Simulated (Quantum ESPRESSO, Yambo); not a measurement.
An input for Yambo 5.3.0 (GaN (F-43m)):

```
HF_and_locXC
gw0
dyson
ppa
em1d
rim_cut
RandQpts= 1000000
RandGvec= 1 RL
EXXRLvcs= 72 Ry
VXCRLvcs= 288 Ry
Chimod= "HARTREE"
% BndsRnXp
 1 | 60 |
%
NGsBlkXp= 9.5 Ry
% LongDrXp
 1 | 1 | 1 |
%
% GbndRnge
 1 | 60 |
%
DysSolver= "n"
ExtendOut
PPAPntXp= 27.21138 eV
% QPkrange
 1 | 8 | 6 | 13 |
%
GfnQPdb= "E < ./gw7_fix/ndb.QP"
XfnQPdb= "E < ./gw7_fix/ndb.QP"
```

```sh
OMP_NUM_THREADS=1 mpirun -n 4 yambo -F gw8.in -J gw8 -C gw8 > gw8.log
```

The stored states that it reads are on a 4×4×4 mesh. The structure is cubic, space group F-43m (No. 216). The conventional cell has a = 4.507 Å, b = 4.507 Å, c = 4.507 Å, α = 90.00°, β = 90.00°, γ = 90.00°. Nearest to Ga lie 4 N at 1.95 Å. Nearest to N lie 4 Ga at 1.95 Å. Farther neighbours and most contacts between anions are not listed.

Estimate wall time and host memory on 4 MPI ranks of Arm Neoverse V1, shared host.

It took 52 s; on shared hardware allow 26 s to 1.7 min. Peak host memory was 1.3 GiB.

The screening grows as filled bands × empty bands × pairs of k points, times the square of the screening basis for the matrix.

[Paths, hosts, dates, memory and timing lines, banners, echoed tables and standing remarks are left out of the program output.]

[Logs are printed without paths, hosts, clocks, repeated set-up lines and the standing remarks that a program may print on its own settings, such as how far it seeks lower states.]

[Runs of the session that timed out or met a known fault of the program may be left out.]

[Hosts, paths, dates, database ids (printed as entryN), source tags and the programs' standing remarks are cut or masked in the printed files.]
